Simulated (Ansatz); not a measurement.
**Ionic part of the dielectric constant of GaN at 30 GPa, mode by mode**

Method: DFT PBE, scalar-relativistic, plane waves, PAW (Ansatz). Plane waves to 420 eV; Γ-centred k mesh 10×10×10; fixed occupations. No spin polarisation. Phonons by linear response, acoustic sum rule imposed.

The structure is cubic, space group F-43m (No. 216). Conventional cell: a = 4.354 Å, b = 4.354 Å, c = 4.354 Å, α = 90.00°, β = 90.00°, γ = 90.00°. Ga (site symmetry -43m) has 4 N at 1.89 Å as nearest neighbours. N (site symmetry -43m) is surrounded by 4 Ga at 1.89 Å.

Other phases may be more stable at this pressure.

The primitive cell has V = 20.64 Å³ and ε∞,xx = 5.453. Each polar mode adds Δε = (4.92064×10⁷/V)·S/ν² along x, with S its oscillator strength in e²/amu, ν in cm⁻¹ and V in Å³.

Question: From these modes, find each Δε and ε0,xx.
```json
{"ν (cm⁻¹)": "625.8", "S_xx (e²/amu)": "0.588"}
```

Answer:
```json
{"ν (cm⁻¹)": "625.8", "Δε": "3.58"}
```

The sum is 3.580, so ε0,xx = 9.03; the run's tensor has 9.03.

Question: Where do the longitudinal modes lie for a wave vector along x?

Answer: At 805 cm⁻¹. The Lyddane–Sachs–Teller product Π(ν_LO/ν_TO)² = 1.66 matches ε0/ε∞ = 1.66.

This zinc-blende form isn't the usual stable structure of the compound at low pressure.

Cost: 1 run of about 1.8 core-minutes, on AMD EPYC 7571 (shared hosts).